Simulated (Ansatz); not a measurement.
GaP (zincblende), relaxed with r2SCAN in the plane-wave code Ansatz: space group F-43m (No. 216), cubic; conventional cell a = 5.451 Å, 20.24 Å³ an atom. Ga is surrounded by 4 P at 2.36 Å; P is surrounded by 4 Ga at 2.36 Å. The primitive cell holds 2 atoms in 40.49 Å³. Non-magnetic throughout; all numbers are computed.

Computed values: HSE06+SOC (4×4×4) gives a least gap of 2.25 eV and a least direct gap of 2.81 eV. r2SCAN's ε∞ is 9.36.

Problem. What is the density?

Solution. The cell holds 1 Ga, 1 P: M = 1×69.723 + 1×30.974 = 100.70 u in V = 40.49 Å³. ρ = 1.66054 × M/V = 1.66054 × 100.70/40.49 = 4.130 g/cm³, for the static r2SCAN lattice.

Problem. At what wavelength does absorption set in by HSE06+SOC, excitons left aside?

Solution. λ = 1239.84 eV nm/E: 551 nm for the least gap, where it needs phonons and is weak, and 441 nm for direct transitions. The direct edge lies in the visible range.

Problem. What refractive index and reflectivity at normal incidence follow, below the gap and above the phonons?

Solution. n = √9.36 = 3.059; R = ((n − 1)/(n + 1))² = (2.059/4.059)² = 25.7 % a face.

Only the levels marked +SOC include spin-orbit coupling.

The meshes of the hybrids are coarse, so their gaps aren't converged to the digits shown.
